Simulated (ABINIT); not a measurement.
# GaSb in ABINIT: the effect of target pressure

GaSb:

```
Sb Ga
1.0
     0.00000    3.05900    3.05900
     3.05900    0.00000    3.05900
     3.05900    3.05900    0.00000
Sb Ga
1 1
Cartesian
  4.5885 4.5885 4.5885
  0.0000 0.0000 0.0000
```

Alike in all runs:

| Item | Value |
| --- | --- |
| Program | ABINIT 10.8.3 (patched build) |
| Task | relaxation of cell and atoms |
| Functional | PBE |
| Potentials or basis | JTH PAW PBE v2.0 |
| Cutoff | 463 eV |
| k mesh | 8 × 8 × 8 |
| Occupations | fermi-dirac, width 0.05 eV |
| Spin | no spin polarisation |

Each run relaxes the cell or the atoms first.

Task: One run gave: relaxed volume 21.84 Å³/atom; gap on the mesh 0.38 eV. Which target pressure did it use?
A. 10 GPa
B. 20 GPa
C. 0 GPa
D. 30 GPa
E. 5 GPa

Result: D.

```csv
target pressure,relaxed volume (Å³/atom),gap on the mesh (eV)
0 GPa,30.01,none
5 GPa,27.40,0.34
10 GPa,25.69,0.64
20 GPa,23.40,0.54
30 GPa,21.84,0.38
```

Caveats: spin-orbit coupling is left out, which moves the levels of the heavy elements (some runs); the volume moved by over 15 % at a fixed basis, so the end points are rough (some runs); the atomic spheres overlap (some runs).

A k mesh can miss the band edges.

A gap of «none» marks a metal or a gap under the smearing width.
